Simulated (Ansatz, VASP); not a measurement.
## Two plane-wave programs on Mg3Te

Contents of INCAR:

```
ALGO = Normal
EDIFF = 1E-7
ENCUT = 520
GGA = PS
ISIF = 2
ISMEAR = -1
LASPH = True
LCHARG = False
LREAL = False
LWAVE = False
NBANDS = 14
NELM = 80
PREC = Accurate
SIGMA = 0.05
```

File KPOINTS:

```
k-points
0
Gamma
  9 9 9
```

Contents of POSCAR:

```
Mg3Te
1.0
   -2.1250014466      2.1250014466      5.2470339922
    2.1250014466     -2.1250014466      5.2470339922
    2.1250014466      2.1250014466     -5.2470339922
Te Mg
1 3
Direct
    0.0000000000      0.0000000000      0.0000000000
    0.2500000000      0.7500000000      0.5000000000
    0.7500000000      0.2500000000      0.5000000000
    0.5000000000      0.5000000000      0.0000000000
```

File input.yaml:

```yaml
crystal:
  lattice:
    - [-2.1250014466, 2.1250014466, 5.2470339922]
    - [2.1250014466, -2.1250014466, 5.2470339922]
    - [2.1250014466, 2.1250014466, -5.2470339922]
  atoms:
    - { symbol: Te, position: [0.0, 0.0, 0.0] }
    - { symbol: Mg, position: [0.25, 0.75, 0.5] }
    - { symbol: Mg, position: [0.75, 0.25, 0.5] }
    - { symbol: Mg, position: [0.5, 0.5, 0.0] }
hamiltonian:
  xc: pbesol
  pseudopotentials: { kind: paw }
kpoints:
  mp_grid: { grid: [9, 9, 9] }
scf:
  occupations: { method: fermi_dirac, width: 0.05 }
output:
  forces: true
  stress: true
  eigenvalues: true
  write_density: true
  write_potential: true
  elf: true
  volumetric_format: npy
```

Change from the starting cell: volume scaled by 0.98.

Alike in both runs: task single point; functional PBEsol; k mesh 9 × 9 × 9; occupations fermi-dirac, width 0.05 eV; no spin polarisation.

```csv
,VASP,Ansatz
version,VASP 6.6.1,Ansatz 0.2.0
potentials or method,"VASP PAW PBE potentials, release 64 (Te, Mg)",Ansatz PAW
plane-wave cutoff (eV),520,420
valence electrons in the cell,12,46
```

Ansatz gave:

- gap on the k mesh at the Fermi level (eV): none
- pressure (GPa): -0.3
- largest component of the traceless stress (GPa): 0.27

Estimate VASP's values.

gap on the k mesh at the Fermi level (eV): none; pressure (GPa): -0.3; largest component of the traceless stress (GPa): 0.30.

A gap of «none» marks a metal or a gap that the smearing closes. The two sets of potentials don't hold the same shells in valence.

Caveats: the PAW data sets were made with another functional, which shifts forces and pressure a little (VASP); the PAW data sets come from PBE, with cores solved anew for the run's functional, which leaves a small shift of forces and pressure (Ansatz). Spin-orbit coupling is left out, which matters for the levels of Te.
